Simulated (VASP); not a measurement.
Wanted: the native input for a VASP 6.6.1 run.

| Quantity | Value |
| --- | --- |
| Task | relaxation of cell and atoms |
| Functional | LDA |
| Potentials or basis | VASP PAW LDA potentials, release 64 (Si, C) |
| Cutoff | 600 eV |
| k mesh | 8 × 6 × 8 |
| Occupations | gaussian, width 0.02 eV |
| Spin | no spin polarisation |
| Further INCAR settings | ALGO = Normal; EDIFF = 1e-07; IBRION = 2; EDIFFG = -0.01; NSW = 40; ISIF = 3 |

The structure of SiC lies in POSCAR:

```
SiC
1.0
    3.0836857290      0.0000000000      0.0000000000
    0.0000000000      4.3609901800      0.0000000000
    0.0000000000      0.0000000000      3.0728115219
Si C
2 2
Direct
    0.0000000000      0.0000000000      0.0000000000
    0.5000000000      0.5000000000      0.5000000000
    0.0000000000      0.2500000000      0.5000000000
    0.5000000000      0.7500000000      0.0000000000
```

The cell was built by a generator and isn't the measured one.

One way to write it, as run:

INCAR

```
PREC = Accurate
ENCUT = 600
EDIFF = 1E-7
ISMEAR = 0
SIGMA = 0.02
LREAL = F
LASPH = T
NELM = 60
ALGO = Normal
ISIF = 3
LWAVE = F
LCHARG = F
GGA = CA
IBRION = 2
NSW = 40
EDIFFG = -0.01
LATTICE_CONSTRAINTS = .FALSE. .FALSE. .TRUE.
```

KPOINTS

```
regular mesh
0
Gamma
  8 6 8
```

Potentials or basis: VASP PAW LDA potentials, release 64 (Si, C).

Launch:

```console
$ cat potpaw_LDA.64/Si/POTCAR potpaw_LDA.64/C/POTCAR > POTCAR
$ mpirun -np 1 vasp_std > vasp.out
```

It gave:

```yaml
Relaxed_volume: 10.27 Å³/atom
Relaxed_cell: a = 3.084 Å, b = 4.361 Å, c = 3.056 Å, α = 90.00°, β = 90.00°, γ = 90.00°
Space_group_after_relaxing_to_0.05_Å: F-43m (No. 216)
Energy_gained_by_relaxing: 0.5 meV/atom
Ionic_steps: 5
Pressure_after_relaxing: -2.7 GPa
Band_gap_on_the_k_mesh: 1.23 eV
```

Run time: 100 s on 1 thread of Intel(R) Xeon(R) Platinum 8488C (Sapphire Rapids), with other jobs on the host, peak memory 0.18 GiB.
